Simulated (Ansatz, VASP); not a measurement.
**AlN: VASP beside Ansatz**

```
Al N
1.0
     0.00000   -2.05221   -2.05221
     0.00000    2.05221   -2.05221
     4.10442    0.00000    0.00000
Al N
2 2
Cartesian
  0.0000 -0.0476 -2.0522
  2.0522 0.0476 0.0000
  2.0522 0.0173 -2.0522
  0.0000 2.0349 -2.0522
```

Change from the starting cell: mode 4 frozen in at -0.047 Å, equal normal strain along x, y and z +0.0083.

Alike in both runs: task single point; functional PBE; k mesh 8 × 8 × 6; occupations gaussian, width 0.05 eV; no spin polarisation.

```csv
,VASP,Ansatz
version,VASP 6.6.1,Ansatz 0.2.0
potentials or method,"VASP PAW PBE potentials, release 64 (Al, N)","scalar-relativistic, plane waves, PAW"
plane-wave cutoff (eV),520,520
valence electrons in the cell,16,16
```

VASP gave:

| Property | Result |
| --- | --- |
| gap on the k mesh at the Fermi level (eV) | 4.17 |
| least direct gap on the mesh (eV) | 4.18 |
| pressure (GPa) | -6.0 |
| largest component of the traceless stress (GPa) | 0.32 |
| rms of the force components (eV/Å) | 0.187 |

Estimate Ansatz's values.

gap on the k mesh at the Fermi level (eV): 4.19; least direct gap on the mesh (eV): 4.20; pressure (GPa): -5.7; largest component of the traceless stress (GPa): 0.32; rms of the force components (eV/Å): 0.187.

Atom by atom the forces differ by 0.000 eV/Å (rms over components). The functional is the same, so the differences come from potentials, cutoffs and numerics.

A k mesh can miss the band edges.
